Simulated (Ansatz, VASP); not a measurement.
One calculation of Sc, two programs

Contents of INCAR:

```
PREC = Accurate ; ENCUT = 520
EDIFF = 1E-6 ; ISMEAR = -1
SIGMA = 0.1 ; LREAL = F
LASPH = T ; NELM = 80
ALGO = Normal ; ISIF = 2
LWAVE = F ; LCHARG = F
GGA = PS ; NBANDS = 18
```

File KPOINTS:

```
regular mesh
0
Gamma
  15 15 8
```

POSCAR

```
Sc
1.0
    3.2760790572      0.0000000000      0.0000000000
   -1.6380395286      2.8371676883      0.0000000000
    0.0000000000      0.0000000000      5.1051133920
Sc
2
Direct
    0.3333333333      0.6666666667      0.2500000000
    0.6666666667      0.3333333333      0.7500000000
```

Input for Ansatz:

```yaml
crystal:
  lattice:
    - [3.2760790572, 0.0, 0.0]
    - [-1.6380395286, 2.8371676883, 0.0]
    - [0.0, 0.0, 5.105113392]
  atoms:
    - { symbol: Sc, position: [0.3333333333, 0.6666666667, 0.25] }
    - { symbol: Sc, position: [0.6666666667, 0.3333333333, 0.75] }
kpoints:
  mp_grid: { grid: [15, 15, 8] }
  band_path:
    path:
      - [0.0, 0.0, 0.0]
      - [0.5, 0.0, 0.0]
      - [0.3333333333, 0.3333333333, 0.0]
      - [0.0, 0.0, 0.0]
      - [0.0, 0.0, 0.5]
      - [0.5, 0.0, 0.5]
      - [0.3333333333, 0.3333333333, 0.5]
      - [0.0, 0.0, 0.5]
      - [0.5, 0.0, 0.5]
    npoints: 8
scf:
  occupations: { method: fermi_dirac, width: 0.1 }
hamiltonian:
  xc: pbesol
  pseudopotentials: { kind: paw }
output:
  forces: true
  stress: true
  eigenvalues: true
  populations: true
  dos: { projected: true, de: 0.2, e_range: [-14, 8] }
```

Change from the starting cell: volume scaled by 1, PAW files.

Alike in both runs: task single point; functional PBEsol; k mesh 15 × 15 × 8; occupations fermi-dirac, width 0.1 eV; no spin polarisation.

|  | VASP | Ansatz |
| --- | --- | --- |
| version | VASP 6.6.1 | Ansatz 0.2.0 |
| potentials or method | VASP PAW PBE potentials, release 64 (Sc_sv) | PAW with Ansatz's default frozen-core files, scalar-relativistic |
| plane-wave cutoff (eV) | 520 | 420 |
| valence electrons in the cell | 22 | 22 |

|  | VASP | Ansatz | Ansatz less VASP |
| --- | --- | --- | --- |
| pressure (GPa) | 0.0 | 0.0 | 0.00 |

Caveats: the PAW data sets were made with another functional, which shifts forces and pressure a little (VASP).
